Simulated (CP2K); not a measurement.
GaN under changes of volume

One of the cells (11.444 Å³/atom); the others are scaled copies at fixed shape and fractional positions:

```xyz
2
Lattice="3.1869 0.0000 0.0000 1.5935 2.7600 0.0000 1.5935 0.9200 2.6021" Properties=species:S:1:pos:R:3 pbc="T T T"
Ga    0.0000    0.0000    0.0000
N     1.5935    0.9200    0.6505
```

The cell is a database's computed one.

| Property | Result |
| --- | --- |
| Program | CP2K 2026.2 |
| Functional | PBEsol |
| Potentials or basis | POTENTIAL_UZH Ga GTH-PBE-q13, N GTH-PBE-q5; TZVP-MOLOPT-PBE-GTH basis |
| Density cutoff | 6123 eV |
| k mesh | 10 × 10 × 10 |
| Occupations | fermi-dirac, width 0.0259 eV |
| Spin | no spin polarisation |

```csv
volume (Å³/atom),energy over the lowest point (meV/atom),pressure (GPa),gap on the mesh (eV)
10.757,?,?,?
10.986,16.69,10.3,1.84
11.215,5.29,5.8,1.71
11.444,0.00,1.7,1.59
11.673,0.21,-1.9,1.46
11.902,5.35,-5.2,1.34
12.131,14.90,-8.1,1.22
```

**Question.** What does the run at 10.757 Å³/atom give?

**Answer.** Energy over the lowest point 38.34 meV/atom; pressure 15.4 GPa; gap on the mesh 1.98 eV.

Worked out: A Birch-Murnaghan fit of order 3 (a polynomial in V^(-2/3)) to the other rows has its minimum at 11.55 Å³/atom with B0 = V·E''(V) = 184 GPa and B' = 4.5. It gives 34.93 meV/atom at 10.757 Å³/atom, against the run's 38.34, and -dE/dV = 15.3 GPa, against 15.4. A straight line through the other rows of the gap, of slope -6.25 eV per unit of ln V (its deformation potential), extrapolates to 1.97 eV, against the run's 1.98.

Energies are extrapolated to zero smearing.

Caveats: the potentials were made for another functional, which shifts forces and pressure; the basis of atomic orbitals isn't converged, which shifts pressures, moduli and gaps; the real-space grid breaks the cell's symmetry a little (some runs).

Spin-orbit coupling on Ga is left out.
